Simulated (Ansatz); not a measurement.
# ZrO2 (fluorite): the equilibrium volume

At what volume is ZrO2 (fluorite) free of pressure?

Method: DFT PBE, scalar-relativistic, plane waves, PAW, in Ansatz 0.2.0.

## 1. The structure to begin with

The structure is cubic, space group Fm-3m (No. 225). Conventional cell: a = 5.087 Å, b = 5.087 Å, c = 5.087 Å, α = 90.00°, β = 90.00°, γ = 90.00°. Zr (site symmetry m-3m) is surrounded by 8 O at 2.20 Å. O (site symmetry -43m) has 4 Zr at 2.20 Å as nearest neighbours.

As a file:

```cif
data_structure
_symmetry_space_group_name_H-M 'P 1'
_symmetry_Int_Tables_number 1
_cell_length_a 3.5969
_cell_length_b 3.5969
_cell_length_c 3.5969
_cell_angle_alpha 60.000
_cell_angle_beta 60.000
_cell_angle_gamma 60.000
_cell_volume 32.91
loop_
_atom_site_label
_atom_site_type_symbol
_atom_site_fract_x
_atom_site_fract_y
_atom_site_fract_z
_atom_site_occupancy
Zr1 Zr 0.00000 0.00000 0.00000 1
O1 O 0.25000 0.25000 0.25000 1
O2 O 0.75000 0.75000 0.75000 1
```

## 2. At the starting volume

File input.yaml:

```yaml
crystal:
  lattice:
    - [0.0, 2.5434207568, 2.5434207568]
    - [2.5434207568, 0.0, 2.5434207568]
    - [2.5434207568, 2.5434207568, 0.0]
  atoms:
    - { symbol: Zr, position: [0.0, 0.0, 0.0] }
    - { symbol: O, position: [0.25, 0.25, 0.25] }
    - { symbol: O, position: [0.75, 0.75, 0.75] }
basis:
  ecutwfc: 420
  ecutrho_ratio: 4
kpoints:
  mp_grid: { grid: [12, 12, 12] }
hamiltonian:
  xc: pbe
scf:
  occupations: { method: gaussian, width: 0.05 }
output:
  forces: true
  stress: true
  eigenvalues: true
```

Command:

```console
$ ansatz run input.yaml --threads 8 --pin off --max-ram 15360MiB --backend cpu --events-out ev --progress --plain --runs-dir out
```

What it wrote (excerpt; [...] marks lines left out):

```text
Warning: RAYON_NUM_THREADS=8 ignored (pool sized by the plan → 8); use --threads N
[...]
Pseudopotentials: kind: paw
Pseudopotential: Zr, paw, valence charge 12, recommended cutoff 420 eV (normal), Zr.paw.azcp
Pseudopotential: O, paw, valence charge 6, recommended cutoff 420 eV (normal), O.paw.azcp
Functional definition: PBE
[...]
Crystal: 3 atoms, lattice volume = 32.907 Å³
Basis set: ecut = 420 eV, 645 PW (Γ), exchange–correlation on 50×50×50 points (8 copies of the dense FFT grid, shifted against one another)
Bands: 16, of which v1, the nominal top of the filled ones, is band 12 counted from 1 (11 counted from 0)
Symmetry: 48 space group operations
Space group: Fm-3m (ITA 225), of the structure as read, at distance tolerance 3.2e-5 Å
k-points: 72 of 1728
[...]
SCF iter   1: F=—  HF=-5323.812961 eV  |F-HF|=—  |Δ(HF+E_count)|=         —  Δρ=2.21e-3  dr2=1.09e-3  ethr=1.77e-3  ⟨swp⟩=5.6  Hψ=5331  notcnv=0
[...]
SCF iter   6: F=-5323.813012 eV  HF=-5323.813012 eV  |F-HF|=8.99e-10  |Δ(HF+E_count)|=   5.17e-8  Δρ=2.45e-6  dr2=1.39e-9  ethr=7.86e-11  ⟨swp⟩=2.0  Hψ=4074  notcnv=0
[...]
SCF converged after 6 iterations
Free energy (F): -5323.813012 eV
[...]
E sigma→0 (E₀):  -5323.813012 eV
Fermi energy:    13.865324 eV
[...]
--- Forces (eV/Å), atoms counted from 1 ---
  atom   1  Zr    -0.00000000    -0.00000000     0.00000000
  atom   2  O      0.00000000     0.00000000     0.00000000
  atom   3  O     -0.00000000     0.00000000    -0.00000000
[...]
--- Stress (GPa, compression-positive) ---
        4.181597       0.000000      -0.000000
        0.000000       4.181597       0.000000
       -0.000000       0.000000       4.181597
  P = ⅓ Tr σ = 4.1816 GPa (41.816 kbar)
--- Band table (eV; the first three rows and the last of 72) ---
  k-point 0: bands = ["-35.8894", "-13.7091", "-13.7091", "-13.7091", "-6.0240", "-3.4565", "6.9411", "6.9411", "6.9411", "11.6491", "11.6491", "11.6491", "15.5477", "15.5477", "18.7773", "21.5689"]
[...]
```

Run time: 1.1 s. Hardware: 8 threads of AMD EPYC, shared host; peak memory 0.39 GiB.

Result: volume 10.969 Å³/atom, pressure 4.18 GPa, gap on the mesh 3.37 eV.

## 3. Stepping to 11.275 Å³/atom

Changes to input.yaml since step 2:

```diff
@@ -2,5 +2,5 @@
   lattice:
-    - [0.0, 2.5434207568, 2.5434207568]
-    - [2.5434207568, 0.0, 2.5434207568]
-    - [2.5434207568, 2.5434207568, 0.0]
+    - [0.0, 2.5668390505, 2.5668390505]
+    - [2.5668390505, 0.0, 2.5668390505]
+    - [2.5668390505, 2.5668390505, 0.0]
   atoms:
```

Command:

```console
$ ansatz run input.yaml --threads 8 --pin off --max-ram 15360MiB --backend cpu --events-out ev --progress --plain --runs-dir out
```

What it wrote (excerpt; [...] marks lines left out):

```text
Warning: RAYON_NUM_THREADS=8 ignored (pool sized by the plan → 8); use --threads N
[...]
[... 4 set-up lines as earlier in the session ...]
[...]
Crystal: 3 atoms, lattice volume = 33.824 Å³
Basis set: ecut = 420 eV, 645 PW (Γ), exchange–correlation on 50×50×50 points (8 copies of the dense FFT grid, shifted against one another)
Bands: 16, of which v1, the nominal top of the filled ones, is band 12 counted from 1 (11 counted from 0)
[... 2 set-up lines as earlier in the session ...]
k-points: 72 of 1728
[...]
SCF iter   1: F=—  HF=-5323.817790 eV  |F-HF|=—  |Δ(HF+E_count)|=         —  Δρ=2.18e-3  dr2=1.18e-3  ethr=1.77e-3  ⟨swp⟩=5.5  Hψ=5273  notcnv=0
[...]
SCF iter   6: F=-5323.817633 eV  HF=-5323.817633 eV  |F-HF|=1.26e-9  |Δ(HF+E_count)|=   5.25e-8  Δρ=2.97e-6  dr2=2.04e-9  ethr=7.85e-11  ⟨swp⟩=2.0  Hψ=4008  notcnv=0
[...]
SCF converged after 6 iterations
Free energy (F): -5323.817633 eV
[...]
E sigma→0 (E₀):  -5323.817633 eV
Fermi energy:    13.383649 eV
[...]
--- Forces (eV/Å), atoms counted from 1 ---
  atom   1  Zr    -0.00000000     0.00000000    -0.00000000
  atom   2  O     -0.00000000    -0.00000000     0.00000000
  atom   3  O     -0.00000000     0.00000000     0.00000000
[...]
--- Stress (GPa, compression-positive) ---
       -2.412883       0.000000      -0.000000
       -0.000000      -2.412883      -0.000000
        0.000000       0.000000      -2.412883
  P = ⅓ Tr σ = -2.4129 GPa (-24.129 kbar)
--- Band table (eV; the first three rows and the last of 72) ---
  k-point 0: bands = ["-36.4645", "-14.2796", "-14.2796", "-14.2796", "-6.3358", "-3.8695", "6.6552", "6.6552", "6.6552", "11.2156", "11.2156", "11.2156", "15.0273", "15.0273", "18.1290", "20.7965"]
[...]
```

It took 1.1 s on 8 threads of AMD EPYC, shared host; peak memory 0.39 GiB.

In short: volume 11.275 Å³/atom, pressure -2.41 GPa, mesh gap 3.29 eV.

## 4. Next volume: 11.157 Å³/atom

Changes to input.yaml since step 3:

```diff
@@ -2,5 +2,5 @@
   lattice:
-    - [0.0, 2.5668390505, 2.5668390505]
-    - [2.5668390505, 0.0, 2.5668390505]
-    - [2.5668390505, 2.5668390505, 0.0]
+    - [0.0, 2.5579054397, 2.5579054397]
+    - [2.5579054397, 0.0, 2.5579054397]
+    - [2.5579054397, 2.5579054397, 0.0]
   atoms:
```

Command:

```console
$ ansatz run input.yaml --threads 8 --pin off --max-ram 15360MiB --backend cpu --events-out ev --progress --plain --runs-dir out
```

What it wrote (excerpt; [...] marks lines left out):

```text
Warning: RAYON_NUM_THREADS=8 ignored (pool sized by the plan → 8); use --threads N
[...]
[... 4 set-up lines as earlier in the session ...]
[...]
Crystal: 3 atoms, lattice volume = 33.472 Å³
Basis set: ecut = 420 eV, 645 PW (Γ), exchange–correlation on 50×50×50 points (8 copies of the dense FFT grid, shifted against one another)
Bands: 16, of which v1, the nominal top of the filled ones, is band 12 counted from 1 (11 counted from 0)
[... 2 set-up lines as earlier in the session ...]
k-points: 72 of 1728
[...]
SCF iter   1: F=—  HF=-5323.820396 eV  |F-HF|=—  |Δ(HF+E_count)|=         —  Δρ=2.20e-3  dr2=1.14e-3  ethr=1.77e-3  ⟨swp⟩=5.6  Hψ=5309  notcnv=0
[...]
SCF iter   6: F=-5323.820335 eV  HF=-5323.820335 eV  |F-HF|=1.15e-9  |Δ(HF+E_count)|=   4.99e-8  Δρ=2.72e-6  dr2=1.74e-9  ethr=6.96e-11  ⟨swp⟩=2.0  Hψ=3990  notcnv=0
[...]
SCF converged after 6 iterations
Free energy (F): -5323.820335 eV
[...]
E sigma→0 (E₀):  -5323.820335 eV
Fermi energy:    13.565701 eV
[...]
--- Forces (eV/Å), atoms counted from 1 ---
  atom   1  Zr    -0.00000000    -0.00000000    -0.00000000
  atom   2  O     -0.00000000    -0.00000000    -0.00000000
  atom   3  O      0.00000000     0.00000000    -0.00000000
[...]
--- Stress (GPa, compression-positive) ---
        0.006646       0.000000       0.000000
        0.000000       0.006646      -0.000000
       -0.000000      -0.000000       0.006646
  P = ⅓ Tr σ = 0.0066 GPa (0.066 kbar)
--- Band table (eV; the first three rows and the last of 72) ---
  k-point 0: bands = ["-36.2468", "-14.0638", "-14.0638", "-14.0638", "-6.2183", "-3.7135", "6.7632", "6.7632", "6.7632", "11.3793", "11.3793", "11.3793", "15.2242", "15.2242", "18.3742", "21.0881"]
[...]
```

Wall time 1.1 s (8 threads of AMD EPYC, shared host); peak memory 0.4 GiB.

Result: volume 11.157 Å³/atom, pressure 0.01 GPa, gap on the mesh 3.32 eV.

## 5. The way to zero pressure

```csv
step,level,mesh,relaxed,volume (Å³/atom),pressure (GPa)
2,PBE,12×12×12,nothing,10.969,4.18
3,PBE,12×12×12,nothing,11.275,-2.41
4,PBE,12×12×12,nothing,11.157,0.01
```

The cell before and after:

| cell as typed | before | after | change |
| --- | --- | --- | --- |
| a (Å) | 3.597 | 3.617 | +0.6 % |
| b (Å) | 3.597 | 3.617 | +0.6 % |
| c (Å) | 3.597 | 3.617 | +0.6 % |
| volume (Å³/atom) | 10.969 | 11.157 | +1.7 % |
| shortest distance (Å) | 2.203 | 2.215 | +0.6 % |
| space group | Fm-3m | Fm-3m | same |

## 6. Results

| quantity | value |
| --- | --- |
| volume | 11.157 Å³/atom |
| pressure | 0.01 GPa |
| conventional cell | a = 5.116 Å, b = 5.116 Å, c = 5.116 Å, α = 90.00°, β = 90.00°, γ = 90.00° |
| gap on the mesh | 3.32 eV |

**Reading.** Over the 3 runs shown the cell moved from 10.97 to 11.16 Å³/atom, a change of +1.7 %, where the pressure is zero within 0.01 GPa.

These are semilocal Kohn-Sham gaps, which aren't the measured quantity. Such gaps usually fall short of the measured ones.
